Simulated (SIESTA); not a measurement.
The system is SrO.

```
CELL_PARAMETERS angstrom
0.00000 2.56630 2.56630
2.56630 0.00000 2.56630
2.56630 2.56630 0.00000
ATOMIC_POSITIONS crystal
Sr 0.50000 0.50000 0.50000
O 0.00000 0.00000 0.00000
```

Program: SIESTA 5.4.2. Alike in all runs: no spin polarisation; cell as given; k mesh 9 × 9 × 9; smearing fermi-dirac 0.05 eV; grid cutoff 800 Ry; energy shift 0.003 Ry.

Task: Order these runs on this cell by their pressure, lowest first.
A. level PBE; potentials or basis PseudoDojo 0.4 standard (PBE files), DZP (energy shift 0.003 Ry; two zetas on semicore shells; d shell added on Sr); broadening (eV) 0.3 eV; window to (eV) 30 eV; polarisation unpolarized; direction 0.0 0.0 1.0; optical mesh offset true
B. level LDA; potentials or basis PseudoDojo 0.4 standard (LDA files), DZP (energy shift 0.003 Ry; two zetas on semicore shells; d shell added on Sr)
C. level PBEsol; potentials or basis PseudoDojo 0.4 standard (PBEsol files), DZP (energy shift 0.003 Ry; two zetas on semicore shells; d shell added on Sr)

Result: B (-3.3 GPa), C (0.0 GPa), A (4.1 GPa).

Caveats: the basis of atomic orbitals isn't converged, which shifts pressures, moduli and gaps; the basis holds too few empty states to meet the f-sum rule, so the spectrum is short of weight at high energy (some runs).
